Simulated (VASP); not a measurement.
# TaN (P6_3/mmc) in VASP: notebook

One crystal, TaN, is run at these levels: PBEsol+U; tasks: single point.

Everything below comes from runs of VASP 6.6.1. Logs are shortened: lines on timing, memory, paths and dates and some standing lists are left out, and cuts for length are marked.

**1. The structure**

Symmetry: P6_3/mmc, No. 194, hexagonal system. The conventional cell has a = 3.048 Å, b = 3.048 Å, c = 4.918 Å, α = 90.00°, β = 90.00°, γ = 120.00°. Ta (site symmetry -3m) has 6 N at 2.15 Å and 2 Ta at 2.46 Å as nearest neighbours. Around N (site symmetry -6m2) lie 6 Ta at 2.15 Å.

**2. Single point, PBEsol+U, collinear spin, typed start**

The input, INCAR:

```
PREC = Accurate ; ENCUT = 520
EDIFF = 1E-6 ; ISMEAR = 0
SIGMA = 0.05 ; LREAL = F
LASPH = T ; NELM = 150
ALGO = Normal ; ISIF = 2
LWAVE = F ; LCHARG = F
ISPIN = 2 ; MAGMOM = 2 2 0 0
LORBIT = 11 ; LMAXMIX = 4
LDAU = T ; LDAUTYPE = 2
LDAUL = 2 -1 ; LDAUU = 4 0
LDAUJ = 0 0 ; LDAUPRINT = 1
GGA = PS ; NBANDS = 28
```

The input, KPOINTS:

```
Automatic mesh
0
Gamma
  7 7 4
```

The input, POSCAR:

```
TaN
1.0
    3.0480018400      0.0000000000      0.0000000000
   -1.5240009200      2.6396470300      0.0000000000
    0.0000000000      0.0000000000      4.9179997800
Ta N
2 2
Direct
    0.0000000000      0.0000000000      0.0000000000
    0.0000000000      0.0000000000      0.5000000000
    0.3333333333      0.6666666667      0.2500000000
    0.6666666667      0.3333333333      0.7500000000
```

Potentials or basis: VASP PAW PBE potentials, release 64 (Ta_pv, N).

The run is started by

```sh
cat potpaw_PBE.64/Ta_pv/POTCAR potpaw_PBE.64/N/POTCAR > POTCAR
mpirun -np 1 vasp_std > vasp.out
```

OUTCAR:

```text
PREC = Accurate
   ENCUT = 520
   EDIFF = 1E-6
   ISMEAR = 0
   LREAL = F
   LASPH = T
   NELM = 150
   ISIF = 2
   ISPIN = 2
   LORBIT = 11
   GGA = PS

 ion  position               nearest neighbor table
   1  0.000  0.000  0.000-   3 2.15   4 2.15   4 2.15   3 2.15   4 2.15   3 2.15   2 2.46   2 2.46

   2  0.000  0.000  0.500-   3 2.15   4 2.15   4 2.15   3 2.15   4 2.15   3 2.15   1 2.46   1 2.46

   3  0.333  0.667  0.250-   1 2.15   2 2.15   1 2.15   2 2.15   1 2.15   2 2.15
   4  0.667  0.333  0.750-   1 2.15   2 2.15   1 2.15   2 2.15   1 2.15   2 2.15

  LATTYP: Found a hexagonal cell.
 ALAT       =     3.0480018400
 C/A-ratio  =     1.6135160142

  Lattice vectors:

 A1 = (   3.0480018400,   0.0000000000,   0.0000000000)
 A2 = (  -1.5240009200,   2.6396470300,   0.0000000000)
 A3 = (   0.0000000000,   0.0000000000,   4.9179997800)

Analysis of symmetry for initial positions (statically):
=====================================================================
 Subroutine PRICEL returns:
 Original cell was already a primitive cell.

 Routine SETGRP: Setting up the symmetry group for a
 hexagonal supercell.

 Subroutine GETGRP returns: Found 24 space group operations
 (whereof 12 operations were pure point group operations)
 out of a pool of 24 trial point group operations.

The static configuration has the point symmetry D_3d.
 The point group associated with its full space group is D_6h.

Analysis of symmetry for dynamics (positions and initial velocities):
=====================================================================
 Subroutine PRICEL returns:
 Original cell was already a primitive cell.

 Routine SETGRP: Setting up the symmetry group for a
 hexagonal supercell.

 Subroutine GETGRP returns: Found 24 space group operations
 (whereof 12 operations were pure point group operations)
 out of a pool of 24 trial point group operations.

The dynamic configuration has the point symmetry D_3d.
 The point group associated with its full space group is D_6h.

Analysis of structural, dynamic, and magnetic symmetry:
=====================================================================
 Subroutine PRICEL returns:
 Original cell was already a primitive cell.

 Routine SETGRP: Setting up the symmetry group for a
 hexagonal supercell.

 Subroutine GETGRP returns: Found 24 space group operations
 (whereof 12 operations were pure point group operations)
 out of a pool of 24 trial point group operations.

The overall configuration has the point symmetry D_3d.
 The point group associated with its full space group is D_6h.

 Subroutine INISYM returns: Found 24 space group operations
 (whereof 12 operations are pure point group operations),
 and found     1 'primitive' translations

----------------------------------------------------------------------------------------

                                     Primitive cell

  volume of cell :      39.5685

  direct lattice vectors                    reciprocal lattice vectors
     3.048001840  0.000000000  0.000000000     0.328083791  0.189419265  0.000000000
    -1.524000920  2.639647030  0.000000000     0.000000000  0.378838530  0.000000000
     0.000000000  0.000000000  4.917999780     0.000000000  0.000000000  0.203334698

  length of vectors
     3.048001840  3.048001845  4.917999780     0.378838530  0.378838530  0.203334698

[... 153 lines left out ...]
  o =  0.2153  v =  0.0000 -0.2597 -0.0000 -0.0000  0.9657  0.0000  0.0000  0.0000  0.0000  0.0000      0.0000  0.0000  0.0000  0.0000  0.0000  0.0000  0.0000  0.0000  0.0000  0.0000
  o =  0.2580  v =  0.0000  0.0000  0.0000  0.0000  0.0000  0.2576  0.0000 -0.0000  0.9662  0.0000      0.0000  0.0000  0.0000  0.0000  0.0000  0.0000  0.0000  0.0000  0.0000  0.0000
  o =  0.2580  v =  0.0000  0.0000  0.0000  0.0000  0.0000  0.0000 -0.9662  0.0000  0.0000 -0.2576      0.0000  0.0000  0.0000  0.0000  0.0000  0.0000  0.0000  0.0000  0.0000  0.0000
  o =  0.2582  v =  0.2597  0.0000 -0.0000  0.9657  0.0000  0.0000  0.0000  0.0000  0.0000  0.0000      0.0000  0.0000  0.0000  0.0000  0.0000  0.0000  0.0000  0.0000  0.0000  0.0000
  o =  0.2582  v =  0.0000 -0.9657  0.0000  0.0000 -0.2597  0.0000  0.0000  0.0000  0.0000  0.0000      0.0000  0.0000  0.0000  0.0000  0.0000  0.0000  0.0000  0.0000  0.0000  0.0000
  o =  0.3851  v = -0.0000 -0.0000 -1.0000 -0.0000 -0.0000  0.0000  0.0000  0.0000  0.0000  0.0000      0.0000  0.0000  0.0000  0.0000  0.0000  0.0000  0.0000  0.0000  0.0000  0.0000
  o =  0.3853  v =  0.0000  0.0000  0.0000  0.0000  0.0000 -0.0000 -0.0000 -1.0000 -0.0000 -0.0000      0.0000  0.0000  0.0000  0.0000  0.0000  0.0000  0.0000  0.0000  0.0000  0.0000

atom =   2  type =  1  l = 2

 onsite density matrix

spin component  1

  0.2182  0.0000  0.0000 -0.0107  0.0000
  0.0000  0.2553 -0.0000  0.0000 -0.0107
  0.0000 -0.0000  0.3851 -0.0000  0.0000
 -0.0107  0.0000 -0.0000  0.2553 -0.0000
  0.0000 -0.0107  0.0000 -0.0000  0.2182

spin component  2

  0.2181  0.0000  0.0000 -0.0106  0.0000
  0.0000  0.2552 -0.0000  0.0000 -0.0106
  0.0000 -0.0000  0.3853 -0.0000  0.0000
 -0.0106  0.0000 -0.0000  0.2552 -0.0000
  0.0000 -0.0106  0.0000 -0.0000  0.2181

 occupancies and eigenvectors

  o =  0.2153  v =  0.0000  0.0000  0.0000  0.0000  0.0000  0.9662 -0.0000  0.0000  0.2576 -0.0000      0.0000  0.0000  0.0000  0.0000  0.0000  0.0000  0.0000  0.0000  0.0000  0.0000
  o =  0.2153  v =  0.0000  0.0000  0.0000  0.0000  0.0000  0.0000  0.2576 -0.0000  0.0000  0.9662      0.0000  0.0000  0.0000  0.0000  0.0000  0.0000  0.0000  0.0000  0.0000  0.0000
  o =  0.2153  v =  0.9657 -0.0000  0.0000  0.2597 -0.0000  0.0000  0.0000  0.0000  0.0000  0.0000      0.0000  0.0000  0.0000  0.0000  0.0000  0.0000  0.0000  0.0000  0.0000  0.0000
  o =  0.2153  v = -0.0000 -0.2597  0.0000 -0.0000 -0.9657  0.0000  0.0000  0.0000  0.0000  0.0000      0.0000  0.0000  0.0000  0.0000  0.0000  0.0000  0.0000  0.0000  0.0000  0.0000
  o =  0.2580  v =  0.0000  0.0000  0.0000  0.0000  0.0000 -0.2576 -0.0000 -0.0000  0.9662  0.0000      0.0000  0.0000  0.0000  0.0000  0.0000  0.0000  0.0000  0.0000  0.0000  0.0000
  o =  0.2580  v =  0.0000  0.0000  0.0000  0.0000  0.0000  0.0000 -0.9662 -0.0000 -0.0000  0.2576      0.0000  0.0000  0.0000  0.0000  0.0000  0.0000  0.0000  0.0000  0.0000  0.0000
  o =  0.2582  v = -0.2597  0.0000  0.0000  0.9657 -0.0000  0.0000  0.0000  0.0000  0.0000  0.0000      0.0000  0.0000  0.0000  0.0000  0.0000  0.0000  0.0000  0.0000  0.0000  0.0000
  o =  0.2582  v =  0.0000  0.9657  0.0000 -0.0000 -0.2597  0.0000  0.0000  0.0000  0.0000  0.0000      0.0000  0.0000  0.0000  0.0000  0.0000  0.0000  0.0000  0.0000  0.0000  0.0000
  o =  0.3851  v = -0.0000  0.0000 -1.0000  0.0000 -0.0000  0.0000  0.0000  0.0000  0.0000  0.0000      0.0000  0.0000  0.0000  0.0000  0.0000  0.0000  0.0000  0.0000  0.0000  0.0000
  o =  0.3853  v =  0.0000  0.0000  0.0000  0.0000  0.0000 -0.0000  0.0000 -1.0000  0.0000 -0.0000      0.0000  0.0000  0.0000  0.0000  0.0000  0.0000  0.0000  0.0000  0.0000  0.0000

 number of electron      32.0000002 magnetization       0.0024115

 Free energy of the ion-electron system (eV)
  ---------------------------------------------------
  ext. energy  EPLUGINS =         0.00000000
  ---------------------------------------------------
  free energy    TOTEN  =       -36.51187139 eV

  energy without entropy =      -36.51017956  energy(sigma->0) =      -36.51102548

 E-fermi :  10.2615     XC(G=0): -13.9146

 val. band max:       10.2548890043   @ k =   0.4286   0.1429   0.2500
 cond. band min:      10.3762068991   @ k =   0.0000   0.0000   0.5000
 fundamental gap:      0.1213178948
 Fermi energy:        10.2615494258

 spin component 1

 k-point     1 :       0.0000    0.0000    0.0000
  band No.  band energies     occupation
      1     -27.6141      1.00000
      2     -25.8276      1.00000
      3     -25.8276      1.00000
      4     -25.4553      1.00000
      5     -25.4553      1.00000
      6     -24.5916      1.00000
[... 733 lines left out ...]
     27      20.8265      0.00000
     28      20.8265      0.00000
 Fermi energy:        10.2615494258

 spin component 2

 k-point     1 :       0.0000    0.0000    0.0000
  band No.  band energies     occupation
      1     -27.6134      1.00000
      2     -25.8266      1.00000
      3     -25.8266      1.00000
      4     -25.4542      1.00000
      5     -25.4542      1.00000
      6     -24.5909      1.00000
[... 733 lines left out ...]
     27      20.8273      0.00000
     28      20.8273      0.00000

------------------------ aborting loop because EDIFF is reached ----------------------------------------

  FORCE on cell =-STRESS in cart. coord.  units (eV):
  Direction    XX          YY          ZZ          XY          YZ          ZX
  --------------------------------------------------------------------------------------
  -------------------------------------------------------------------------------------
  Total        8.4036427      8.4036428     31.1191380      0.0000000      0.0000000      0.0000000
  in kB      340.2738512    340.2738527   1260.0522499      0.0000000      0.0000000      0.0000000
  external PRESSURE =     646.8666513 kB  Pullay stress =       0.0000000 kB

 VOLUME and BASIS-vectors are now :
 -----------------------------------------------------------------------------
  energy-cutoff  :      520.00
  volume of cell :       39.57
      direct lattice vectors                 reciprocal lattice vectors
     3.048001840  0.000000000  0.000000000     0.328083791  0.189419265  0.000000000
    -1.524000920  2.639647030  0.000000000     0.000000000  0.378838530  0.000000000
     0.000000000  0.000000000  4.917999780     0.000000000  0.000000000  0.203334698

 POSITION                                       TOTAL-FORCE (eV/Angst)
 -----------------------------------------------------------------------------------
      0.00000      0.00000      0.00000        -0.000000      0.000000      0.000000
      0.00000      0.00000      2.45900        -0.000000      0.000000      0.000000
     -0.00000      1.75976      1.22950         0.000000     -0.000000      0.000000
      1.52400      0.87988      3.68850        -0.000000      0.000000     -0.000000
 -----------------------------------------------------------------------------------
    total drift:                               -0.000000      0.000000      0.000000

  FREE ENERGIE OF THE ION-ELECTRON SYSTEM (eV)
  ---------------------------------------------------
  free  energy   TOTEN  =       -36.5118713889 eV

  energy  without entropy=      -36.5101795644  energy(sigma->0) =      -36.51102548

 total charge

# of ion       s       p       d       tot
------------------------------------------
    1        0.341   6.313   2.606   9.260
    2        0.341   6.313   2.606   9.260
    3        1.232   2.598   0.000   3.830
    4        1.232   2.598   0.000   3.830
--------------------------------------------------
tot          3.145  17.822   5.213  26.180

 magnetization (x)

# of ion       s       p       d       tot
------------------------------------------
    1        0.000   0.000   0.000   0.000
    2        0.000   0.000   0.000   0.000
    3       -0.000  -0.000   0.000  -0.000
    4       -0.000  -0.000   0.000  -0.000
--------------------------------------------------
tot          0.000  -0.000   0.001   0.001
```

Wall time 23 s (1 thread of Intel Xeon 6975P-C (Granite Rapids), shared host); peak memory 0.19 GiB.

Results:

- Free energy: -36.5119 eV
- Pressure: 64.7 GPa
- Band gap on the k mesh: none (metal or under the smearing width)
- Net moment: 0.00 μB per cell
- Valence electrons inside the program's atomic spheres: Ta 9.26; N 3.83

Levels at points of the mesh, in eV from the Fermi level:
Spin up:
```
           k point  band 13  band 14  band 15  band 16  band 17  band 18  band 19  band 20
(0.00, 0.00, 0.00)    -3.92    -3.92    -3.91    -1.75    -1.75    -0.42    -0.42     2.39
(0.00, 0.00, 0.50)    -6.46    -6.46    -0.28    -0.28     0.11     0.11     0.11     0.11
```
Spin down:
| k point | band 14 | band 15 | band 16 | band 17 | band 18 | band 19 |
| --- | --- | --- | --- | --- | --- | --- |
| (0.00, 0.00, 0.00) | -3.92 | -3.91 | -1.74 | -1.74 | -0.42 | -0.42 |
| (0.00, 0.00, 0.50) | -6.46 | -0.28 | -0.28 | 0.12 | 0.12 | 0.12 |

Eigenvalues of the final occupation matrices:
| site | spin | trace | eigenvalues |
| --- | --- | --- | --- |
| site 1 d | 1 | 1.33 | 0.22 0.22 0.26 0.26 0.39 |
| site 1 d | 2 | 1.33 | 0.22 0.22 0.26 0.26 0.39 |
| site 2 d | 1 | 1.33 | 0.22 0.22 0.26 0.26 0.39 |
| site 2 d | 2 | 1.33 | 0.22 0.22 0.26 0.26 0.39 |

Caveat: a pressure of tens of GPa on the cell as given is suspect, and the run, the potentials or the cell itself is likely at fault; the PAW data sets were made with another functional, which shifts forces and pressure a little. Spin-orbit coupling is left out, which matters for the levels of Ta.

(Part 1 of 2 ends here.)
